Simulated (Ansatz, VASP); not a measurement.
## Hf in VASP and in Ansatz

Contents of INCAR:

```
SYSTEM = Hf
  ALGO = Normal
  EDIFF = 1E-6
  EDIFFG = -0.005
  ENCUT = 600
  GGA = PE
  IBRION = 2
  ISIF = 3
  ISMEAR = -1
  LASPH = .TRUE.
  LCHARG = .FALSE.
  LREAL = .FALSE.
  LWAVE = .FALSE.
  NELM = 60
  NSW = 60
  PREC = Accurate
  SIGMA = 0.05
```

File KPOINTS:

```
k-points
0
G
  15 15 15
  0 0 0
```

The input POSCAR:

```
Hf
1.0
    0.0000000000      2.2427254771      2.2427254771
    2.2427254771      0.0000000000      2.2427254771
    2.2427254771      2.2427254771      0.0000000000
Hf
1
Direct
    0.0000000000      0.0000000000      0.0000000000
```

Input for Ansatz:

```yaml
crystal:
  lattice:
    - [0.0, 2.2427254771, 2.2427254771]
    - [2.2427254771, 0.0, 2.2427254771]
    - [2.2427254771, 2.2427254771, 0.0]
  atoms:
    - { symbol: Hf, position: [0.0, 0.0, 0.0] }
kpoints:
  mp_grid: { grid: [15, 15, 15] }
scf:
  occupations: { method: fermi_dirac, width: 0.05 }
hamiltonian:
  xc: pbe
  pseudopotentials: { kind: paw }
output:
  forces: true
  stress: true
relax:
  f_tol: 0.005
  max_steps: 40
  cell: {}
```

Alike in both runs: task relaxation of cell and atoms; functional PBE; k mesh 15 × 15 × 15; occupations fermi-dirac, width 0.05 eV; no spin polarisation.

|  | VASP | Ansatz |
| --- | --- | --- |
| version | VASP 6.6.1 | Ansatz 0.2.0 |
| potentials or method | VASP PAW PBE potentials, release 64 (Hf_pv) | PAW with Ansatz's default frozen-core files, scalar-relativistic |
| plane-wave cutoff (eV) | 600 | 420 |
| valence electrons in the cell | 10 | 26 |

VASP gave:

```
relaxed volume (Å³/atom)                                     : 22.47
relaxed cell length with the largest relative difference (Å) : 3.167
```

Task: Estimate Ansatz's values.

Result: Relaxed volume (Å³/atom): 22.56; relaxed cell length with the largest relative difference (Å): 3.172.

The two sets of potentials don't hold the same shells in valence.

Spin-orbit coupling is left out, which matters for the levels of Hf.
